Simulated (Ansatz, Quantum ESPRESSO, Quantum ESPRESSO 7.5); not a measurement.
**2H-WS2, 1 layer: response to a perpendicular field**

Aim: how 2H-WS2, 1 layer screens a field along its normal, and what the field does to its bands.

Calculated with Quantum ESPRESSO 7.5; plane-wave DFT, PBE, PseudoDojo norm-conserving pseudopotentials (geometry and cross-check by Ansatz 0.2.0 with PAW datasets; geometry under PBE).

## (1) The structure

The cell holds 3 atoms: 2 S and 1 W. Cell: a = 3.180 Å, b = 3.180 Å, c = 20.476 Å, α = 90.0°, β = 90.0°, γ = 120.0°. It derives from WS2. Vacuum lies along c.

## (2) Geometry from Ansatz

A relaxation in Ansatz fixes the structure of this slab for the runs on it.

input.yaml reads:

```yaml
crystal:
  lattice:
    - [3.18, 0.0, 0.0]
    - [-1.59, 2.753960784, 0.0]
    - [0.0, 0.0, 20.4756202324]
  atoms:
    - { symbol: S, position: [0.3333333333, 0.6666666667, 0.41512784] }
    - { symbol: W, position: [0.0, 0.0, 0.5] }
    - { symbol: S, position: [0.3333333333, 0.6666666667, 0.58487216] }
kpoints:
  mp_grid: { grid: [12, 12, 1] }
hamiltonian:
  xc: pbe
scf:
  occupations: { method: fermi_dirac, width: 0.05 }
  convergence: { dr2_threshold: 1.0e-08 }
efield:
  axis: 3
  dipole_correction: true
  ramp_position: 0.97
  ramp_width: 0.04
relax:
  f_tol: 0.01
  cell: { fix: [c, alpha, beta] }
output:
  write_potential: true
  write_density: true
  volumetric_format: npy
```

Run with:

```
$ ansatz run input.yaml --threads 4 --pin off --max-ram 8192MiB --backend cpu --events-out ev --progress --plain --runs-dir out
```

Numbers of over 12 decimals in the logs are rounded to 6 here.

The log of the run:

```text
Warning: relax.cell: scf.convergence.dr2_threshold = 1e-8 eV is looser than the 3e-10 eV advised for a relaxation that steers and ends on the stress (1e-10 eV for each atom of the cell: 3). What an SCF threshold leaves in a stress goes as its square root, and in the free energy as the threshold itself, and one threshold admits the most on a small cell: [figures from the program's tests cut] Set scf.convergence.dr2_threshold to 3e-10 eV or tighter. The threshold is an SCF's pass mark: one that does not reach it within its budget of iterations ends unconverged, or closes short of it on a stop that the run arms, and scf.convergence.dr2_threshold's page says what that costs each kind of run
Engine: ansatz 0.2.0, aarch64-unknown-linux-gnu
Pseudopotentials: kind: paw
Pseudopotential: S, paw, valence charge 6, recommended cutoff 420 eV (normal), S.paw.azcp
Pseudopotential: W, paw, valence charge 14, recommended cutoff 420 eV (normal), W.paw.azcp
Functional definition: PBE
  parameter kappa = 0.804
  parameter beta = 0.066725
  exchange = pbe_x(kappa = kappa, mu = beta*pi^2/3)
  correlation = pbe_c(beta = beta)
Crystal: 3 atoms, lattice volume = 179.317 Å³
Basis set: ecut = 420 eV, 3501 PW (Γ), exchange–correlation on 48×48×288 points (8 copies of the dense FFT grid, shifted against one another)
Bands: 17, of which v1, the nominal top of the filled ones, is band 13 counted from 1 (12 counted from 0)
Symmetry: 6 space group operations
k-points: 19 of 144 (time reversal used)
Non-local potential: S, projectors of the file, l = 0: 2, l = 1: 2, l = 2: 2
Non-local potential: W, projectors of the file, l = 0: 3, l = 1: 2, l = 2: 2, l = 3: 1
PAW form: soft (Blöchl's): semilocal exchange-correlation on the pseudo side does not see the compensation charge
PAW one-centre angular grid: S, 110 points (default); XC on 64 Gauss nodes
PAW one-centre angular grid: W, 590 points (default); XC on 64 Gauss nodes
Initial density: superposition of atomic densities (neutral atoms: chi_scale 0, normalization atom), corrected by the library's trained network
Initial wavefunctions: pseudopotential atomic-orbital guess
Functional: x = pbe(κ = 0.804, μ = 0.219515), c = pbe(β = 0.066725)
SCF iter   1: F=—  HF=-12190.972193 eV  |F-HF|=—  |Δ(HF+E_count)|=         —  Δρ=2.86e-3  dr2=5.25e-3  ethr=1.77e-3  p=0.000 e·Å  D=1.33e-4 V/Å  ΔV_dip=-0.00 eV  dr2_dipole=6.16e-8  V_vac-E_F(+/−)=4.97/4.97 eV  ⟨swp⟩=9.5  Hψ=2173  notcnv=0
efield: sawtooth ramp at fractional position 0.9700 (set: `efield.ramp_position`, or a place that a band, a saddle search or an elastic batch's reference lends), width 0.0400; the density the first Hamiltonian is built on has a dipole p = 0.000 e·Å; the dipole correction subtracts the counter field D = 1.33e-4 V/Å, which shifts the + side's vacuum level by -0.00 eV against the − side's; the planar-averaged density in the ramp window peaks in size at 2.3e-5 e/Å³
preconditioner: auto → none  [insulator: Δε(μ)=1.417 eV  Ē_g=7.998 eV  σ=0.050 eV  W_gap=1.00  n_scr=12 (ndim 8)  ℏωp=11.8 eV  f_vac=0.653  D(μ)=0.00/eV (n_scr^D=0)  ε∞_Penn≈3.2]
SCF iter   2: F=—  HF=-12190.978772 eV  |F-HF|=—  |Δ(HF+E_count)|=   6.58e-3  Δρ=1.50e-3  dr2=2.20e-3  ethr=2.02e-5  p=-0.000 e·Å  D=-4.29e-5 V/Å  ΔV_dip=0.00 eV  dr2_dipole=5.18e-7  V_vac-E_F(+/−)=4.94/4.94 eV  ⟨swp⟩=2.2  Hψ=717  notcnv=0
SCF iter   3: F=—  HF=-12190.982905 eV  |F-HF|=—  |Δ(HF+E_count)|=   4.13e-3  Δρ=1.50e-3  dr2=1.58e-2  ethr=8.45e-6  p=0.001 e·Å  D=6.17e-4 V/Å  ΔV_dip=-0.01 eV  dr2_dipole=2.92e-5  V_vac-E_F(+/−)=4.81/4.82 eV  ⟨swp⟩=2.7  Hψ=676  notcnv=0  recentre
SCF iter   4: F=—  HF=-12190.981248 eV  |F-HF|=—  |Δ(HF+E_count)|=   1.66e-3  Δρ=1.83e-4  dr2=1.15e-4  ethr=8.45e-6  p=-0.001 e·Å  D=-5.69e-4 V/Å  ΔV_dip=0.01 eV  dr2_dipole=2.61e-5  V_vac-E_F(+/−)=4.88/4.87 eV  ⟨swp⟩=2.0  Hψ=455  notcnv=0
SCF iter   5: F=—  HF=-12190.981388 eV  |F-HF|=—  |Δ(HF+E_count)|=   1.40e-4  Δρ=2.67e-4  dr2=1.29e-3  ethr=4.44e-7  p=0.002 e·Å  D=2.13e-3 V/Å  ΔV_dip=-0.04 eV  dr2_dipole=3.65e-4  V_vac-E_F(+/−)=4.85/4.90 eV  ⟨swp⟩=3.4  Hψ=606  notcnv=0
SCF iter   6: F=—  HF=-12190.981273 eV  |F-HF|=—  |Δ(HF+E_count)|=   1.15e-4  Δρ=2.80e-5  dr2=4.44e-6  ethr=4.44e-7  p=-0.000 e·Å  D=-6.66e-5 V/Å  ΔV_dip=0.00 eV  dr2_dipole=3.74e-7  V_vac-E_F(+/−)=4.88/4.88 eV  ⟨swp⟩=2.2  Hψ=434  notcnv=0
SCF iter   7: F=—  HF=-12190.981263 eV  |F-HF|=—  |Δ(HF+E_count)|=   9.44e-6  Δρ=9.36e-6  dr2=2.95e-7  ethr=1.71e-8  p=0.000 e·Å  D=4.58e-6 V/Å  ΔV_dip=-0.00 eV  dr2_dipole=4.29e-11  V_vac-E_F(+/−)=4.88/4.88 eV  ⟨swp⟩=2.1  Hψ=470  notcnv=0
SCF iter   8: F=—  HF=-12190.981264 eV  |F-HF|=—  |Δ(HF+E_count)|=   1.80e-7  Δρ=3.08e-6  dr2=3.27e-8  ethr=1.13e-9  p=-0.000 e·Å  D=-1.09e-5 V/Å  ΔV_dip=0.00 eV  dr2_dipole=5.66e-10  V_vac-E_F(+/−)=4.88/4.88 eV  ⟨swp⟩=2.3  Hψ=541  notcnv=0
SCF iter   9: F=-12190.981264 eV  HF=-12190.981264 eV  |F-HF|=1.49e-8  |Δ(HF+E_count)|=   1.76e-8  Δρ=1.41e-6  dr2=5.92e-9  ethr=3.85e-11  p=0.000 e·Å  D=5.77e-7 V/Å  ΔV_dip=-0.00 eV  dr2_dipole=4.24e-12  V_vac-E_F(+/−)=4.88/4.88 eV  ⟨swp⟩=10.7  Hψ=2344  notcnv=0
SCF 1 converged in 9 iterations: F = -12190.981264 eV  dr2 = 5.92e-9
  greatest PAW one-centre occupation: 1.000 electrons in one spin orbital (limit 2), on the W atom at site 1 (counted from 0), in its partial waves of l = 0
relax step   1: F+E_penalty+E_count = -12190.98126356 eV  Δ(F+E_penalty+E_count) = +0.000e0 eV  max|allowed force component| = 2.575e0 eV/Å  Δτ_max = 0.0000 Å  P = -4.158 GPa  Ω = 179.317 Å³  fix = [c, alpha, beta]  reactions: c -7.997 GPa  (9 SCF iters, accepted)
Crystal: 3 atoms, lattice volume = 179.321 Å³
Initial density: handed on by an earlier stage of this run
Initial wavefunctions: those handed on with the density
iter 1 solved again at ethr=8.56e-4 eV; its pass at ethr=3.10e-3 eV (dr2=2.22e-1 eV) is discarded
SCF iter   1: F=—  HF=-12191.466211 eV  |F-HF|=—  |Δ(HF+E_count)|=         —  Δρ=9.20e-3  dr2=2.40e-1  ethr=8.56e-4  p=0.000 e·Å  D=5.70e-7 V/Å  ΔV_dip=-0.00 eV  dr2_dipole=9.31e-12  V_vac-E_F(+/−)=4.99/4.99 eV  ⟨swp⟩=1.0  Hψ=2526  notcnv=0
efield: sawtooth ramp at fractional position 0.9700 (set: `efield.ramp_position`, or a place that a band, a saddle search or an elastic batch's reference lends), width 0.0400; the density the first Hamiltonian is built on has a dipole p = 0.000 e·Å; the dipole correction subtracts the counter field D = 5.70e-7 V/Å, which shifts the + side's vacuum level by -0.00 eV against the − side's; the planar-averaged density in the ramp window peaks in size at 1.7e-6 e/Å³
[...]
SCF iter   7: F=—  HF=-12191.435691 eV  |F-HF|=—  |Δ(HF+E_count)|=   6.88e-9  Δρ=3.77e-6  dr2=1.85e-7  ethr=3.85e-11  p=0.000 e·Å  D=3.04e-5 V/Å  ΔV_dip=-0.00 eV  dr2_dipole=4.79e-8  V_vac-E_F(+/−)=4.80/4.80 eV  ⟨swp⟩=12.0  Hψ=2549  notcnv=0  recentre
SCF iter   8: F=—  HF=-12191.435691 eV  |F-HF|=—  |Δ(HF+E_count)|=   1.71e-8  Δρ=2.87e-6  dr2=4.21e-8  ethr=2.94e-10  p=-0.000 e·Å  D=-1.27e-5 V/Å  ΔV_dip=0.00 eV  dr2_dipole=9.54e-9  V_vac-E_F(+/−)=4.80/4.80 eV  ⟨swp⟩=2.1  Hψ=416  notcnv=0
SCF iter   9: F=-12191.435691 eV  HF=-12191.435691 eV  |F-HF|=6.84e-10  |Δ(HF+E_count)|=   3.73e-9  Δρ=5.06e-7  dr2=8.14e-10  ethr=3.85e-11  p=-0.000 e·Å  D=-7.73e-7 V/Å  ΔV_dip=0.00 eV  dr2_dipole=1.42e-10  V_vac-E_F(+/−)=4.80/4.80 eV  ⟨swp⟩=10.1  Hψ=2253  notcnv=0
SCF 3 converged in 9 iterations: F = -12191.435691 eV  dr2 = 8.14e-10
relax step   3: F+E_penalty+E_count = -12191.43569059 eV  Δ(F+E_penalty+E_count) = -1.837e-2 eV  max|allowed force component| = 1.445e-1 eV/Å  Δτ_max = 0.0345 Å  P = -0.297 GPa  Ω = 180.566 Å³  energy of the carried Pulay correction = -5.644e-5 eV  fix = [c, alpha, beta]  reactions: c -0.406 GPa  (9 SCF iters, accepted)
[...]
relax step   4: F+E_penalty+E_count = -12191.43692422 eV  Δ(F+E_penalty+E_count) = -1.234e-3 eV  max|allowed force component| = 7.398e-3 eV/Å  Δτ_max = 0.0057 Å  P = -0.007 GPa  Ω = 180.118 Å³  energy of the carried Pulay correction = -3.623e-5 eV  fix = [c, alpha, beta]  reactions: c -0.022 GPa  (7 SCF iters, accepted)
Initial wavefunctions: pseudopotential atomic-orbital guess (no wavefunctions were taken with the density)
iter 1 solved again at ethr=4.49e-7 eV; its pass at ethr=3.10e-3 eV (dr2=1.17e-4 eV) is discarded
SCF iter   1: F=—  HF=-12191.436757 eV  |F-HF|=—  |Δ(HF+E_count)|=         —  Δρ=1.90e-5  dr2=1.91e-8  ethr=4.49e-7  p=0.000 e·Å  D=1.00e-6 V/Å  ΔV_dip=-0.00 eV  dr2_dipole=2.92e-11  V_vac-E_F(+/−)=4.80/4.80 eV  ⟨swp⟩=4.1  Hψ=3405  notcnv=0
efield: sawtooth ramp at fractional position 0.9700 (set: `efield.ramp_position`, or a place that a band, a saddle search or an elastic batch's reference lends), width 0.0400; the density the first Hamiltonian is built on has a dipole p = 0.000 e·Å; the dipole correction subtracts the counter field D = 1.00e-6 V/Å, which shifts the + side's vacuum level by -0.00 eV against the − side's; the planar-averaged density in the ramp window peaks in size at 1.7e-6 e/Å³
eigensolver tolerance schedule: the retry pair's looser diagonalisation over-reported the residual by 6099.05 of it (diagonalisation noise at 7.62 of the residual, at the tolerance the schedule requests for it); recorded, not acted on — ethr = c·dr2/N_el stays at c = 1.0e-1
preconditioner: auto → none  [insulator: Δε(μ)=1.812 eV  Ē_g=8.677 eV  σ=0.050 eV  W_gap=1.00  n_scr=12 (ndim 8)  ℏωp=11.7 eV  f_vac=0.670  D(μ)=0.00/eV (n_scr^D=0)  ε∞_Penn≈2.8]
SCF iter   2: F=—  HF=-12191.436909 eV  |F-HF|=—  |Δ(HF+E_count)|=   1.52e-4  Δρ=9.50e-6  dr2=7.37e-9  ethr=3.85e-11  p=-0.000 e·Å  D=-2.83e-6 V/Å  ΔV_dip=0.00 eV  dr2_dipole=6.43e-10  V_vac-E_F(+/−)=4.80/4.80 eV  ⟨swp⟩=11.1  Hψ=3229  notcnv=0
SCF iter   3: F=—  HF=-12191.436952 eV  |F-HF|=—  |Δ(HF+E_count)|=   4.33e-5  Δρ=4.01e-6  dr2=7.98e-8  ethr=2.83e-11  p=0.000 e·Å  D=1.98e-5 V/Å  ΔV_dip=-0.00 eV  dr2_dipole=1.98e-8  V_vac-E_F(+/−)=4.80/4.80 eV  ⟨swp⟩=3.7  Hψ=632  notcnv=0  recentre
SCF iter   4: F=-12191.436965 eV  HF=-12191.436962 eV  |F-HF|=3.61e-6  |Δ(HF+E_count)|=   9.96e-6  Δρ=1.42e-6  dr2=3.47e-9  ethr=2.83e-11  p=-0.000 e·Å  D=-2.89e-6 V/Å  ΔV_dip=0.00 eV  dr2_dipole=6.81e-10  V_vac-E_F(+/−)=4.80/4.80 eV  ⟨swp⟩=8.3  Hψ=2393  notcnv=0
SCF 5 converged in 4 iterations: F = -12191.436965 eV  dr2 = 3.47e-9
relax step   5: F+E_penalty+E_count = -12191.43696550 eV  Δ(F+E_penalty+E_count) = -4.128e-5 eV  max|allowed force component| = 7.421e-3 eV/Å  Δτ_max = 0.0000 Å  P = -0.006 GPa  Ω = 180.118 Å³  fix = [c, alpha, beta]  reactions: c -0.021 GPa  stress off target by 7.96e-4 GPa on what of the cell is left free  SCF on the basis re-selected at this cell (its energy is not comparable with the rows above)  (4 SCF iters)
basis re-selected at this cell: Δ(F+E_penalty+E_count) = -4.128e-5 eV, ΔP = +0.001 GPa vs the last step (what re-selecting the basis moved, of the pressure what is left beyond the Pulay correction that the steps carried, after the strain that the cell walked since its last selection, with what the two solves' SCF thresholds leave and, on support functions, any second-order correction that the steps lacked; it is no m [...]
WARN: The input density's exchange-correlation potential varies sharply where the density is thin. Do not read a vacuum level from v_tot or v_xc, or from such a field of the output density. On a cell that repeats whose density bears no net charge and no dipole along the vacuum's axis use v_es (v_loc + v_h of the components); under efield.dipole_correction with no amplitude use v_es + v_field, which holds any external [...]
SCF converged after 4 iterations
Free energy (F): -12191.436965 eV
Harris-Foulkes:  -12191.436962 eV  (|F-HF|=3.61e-6)
Internal energy: -12191.436965 eV  (E = F + TS)
E sigma→0 (E₀):  -12191.436965 eV
Fermi energy:    0.169120 eV
Dipole field:    D = 0.000034 V/Å  (p = 0.000034 e·Å, saw-weighted, corrected)
Work function:   Φ+ = 4.8003 eV   Φ− = 4.8010 eV
Levels:          The Fermi level and band energies are counted from a zero that moves with the ramp; work functions are not
--- Per-component energies (eV) ---
  E_band       = -493.133199
  E_kinetic    = 664.982414
  E_local      = -16235.296543  (includes V_loc(G=0)·N_el)
  E_nonlocal   = 57.242364
  E_hartree    = 7784.627037
  E_xc         = -461.624238
  E_vxc        = -414.299477  (∫ρ·V_xc dr)
  E_paw        = -9763.055762  (= ΣΔE_a)
  E_vpaw       = -135.019688  (= ΣTr[D̂ρ^β])
  E_aug_tail   = -0.000059  (compensation charges beyond the density's cutoff)
  E_efield     = 0.000000  (sawtooth field / dipole correction)
  E_vefield    = -0.000182  (∫n·V_field dr)
  E_ewald      = 5761.687821
  E_smearing   = -0.000000  (= −TS)
  E_closure    = 0.000000  (closes the sum)
  Σ components = -12191.436965   (vs F -12191.436965, Δ=0.00e0)
--- Forces (eV/Å), atoms counted from 1 ---
  atom   1  S      0.00000000     0.00000000     0.00741599
  atom   2  W      0.00000000    -0.00000000    -0.00001228
  atom   3  S      0.00000000     0.00000000    -0.00741860
  max |Σ_I F_I| component: 1.49e-5 eV/Å
--- Stress (GPa, compression-positive) ---
        0.000796       0.000000      -0.000000
        0.000000       0.000796       0.000000
       -0.000000       0.000000      -0.020793
  P = ⅓ Tr σ = -0.0064 GPa (-0.064 kbar)
--- Band table (eV; the first three rows and the last of 19) ---
  k-point 0: bands = [... 9 lower, -2.8477, -2.3612, -2.3612, -0.7890, 2.1255, 2.1255, 2.2730, 2.2730]
  k-point 1: bands = [... 9 lower, -3.2484, -2.5394, -2.1593, -0.8472, 1.9975, 2.0264, 2.1722, 2.3369]
  k-point 2: bands = [... 9 lower, -3.1680, -2.9553, -2.1468, -1.1097, 1.6062, 1.9538, 2.0408, 2.8228]
  k-point 18: bands = [... 9 lower, -4.6205, -3.9742, -3.1109, -0.7486, 1.0632, 2.5879, 3.2614, 4.7406]
--- Relaxed structure (4 steps of the walk, 4 accepted, 1 SCFs on fresh bases) ---
  F+E_penalty+E_count = -12191.43696550 eV   max|allowed force component| = 7.421e-3 eV/Å   (the final SCF, on the basis selected at the relaxed cell)
  cell:  # Å, volume = 180.1182 Å³
    - [3.187095, 2.6255428498783485e-19, 0]
    - [-1.593547, 2.760105, 0]
    - [0, 0, 20.4756202324]
  atoms:
    - { symbol: S, position: [0.333333, 0.666667, 0.423242] }
    - { symbol: W, position: [0, -2.878355989888598e-17, 0.500000] }
    - { symbol: S, position: [0.333333, 0.666667, 0.576758] }
```

It took 6.2 s on 4 threads of Arm Neoverse V2, shared host; peak memory 0.45 GiB; 23 s of CPU time.

Relaxation path:

| step | energy less that of the first step (eV) | largest force component (eV/Å) | pressure (GPa) | volume (Å³) |
| --- | --- | --- | --- | --- |
| 1 | 0.0000 | 2.5752 | -4.16 | 179.32 |
| 2 | -0.4361 | 0.6280 | 1.14 | 179.32 |
| 3 | -0.4544 | 0.1445 | -0.30 | 180.57 |
| 4 | -0.4557 | 0.0074 | -0.01 | 180.12 |
| 5* | -0.4557 | 0.0074 | -0.01 | 180.12 |

Relaxation steps marked * repeat the geometry before them on a plane-wave basis chosen anew for their cell, so energy and pressure can jump there.

| cell as run | before | after | change |
| --- | --- | --- | --- |
| a (Å) | 3.180 | 3.187 | +0.2 % |
| b (Å) | 3.180 | 3.187 | +0.2 % |

The atoms that moved most (Å, along periodic axes as changes of fractional coordinates times the final cell, across vacuum about the mean position):

| atom | dx | dy | dz | length |
| --- | --- | --- | --- | --- |
| S1 | 0.000 | 0.000 | 0.166 | 0.166 |
| S3 | 0.000 | 0.000 | -0.166 | 0.166 |

The relaxed structure:

```xyz
3
Lattice="3.1871 0.0000 0.0000 -1.5935 2.7601 0.0000 0.0000 0.0000 20.4756" Properties=species:S:1:pos:R:3
S     0.0000    1.8401    8.6661
W     0.0000    0.0000   10.2378
S     0.0000    1.8401   11.8095
```

Read from the output:

| Property | Result |
| --- | --- |
| free energy | -12191.4370 eV |
| Fermi energy | 0.1691 eV |
| gap by band count | 1.812 eV |
| symmetry operations | 6 |
| dipole along the normal | 3.40e-5 e·Å |
| vacuum level at the upper face over a Fermi level inside the gap | 4.800 eV |
| vacuum level at the lower face over a Fermi level inside the gap | 4.801 eV |

[end of part 1 of 5]

[Logs are printed without paths, hosts, clocks, repeated set-up lines and the standing remarks that a program may print on its own settings, such as how far it seeks lower states.]

[Hosts, paths, dates, database ids (printed as entryN), source tags and the programs' standing remarks are cut or masked in the printed files.]

[Maps of the electrostatic potential energy from Ansatz leave out the sawtooth potential of an applied field or a dipole correction, so their vacuum need not be flat; planar profiles and work functions include it.]
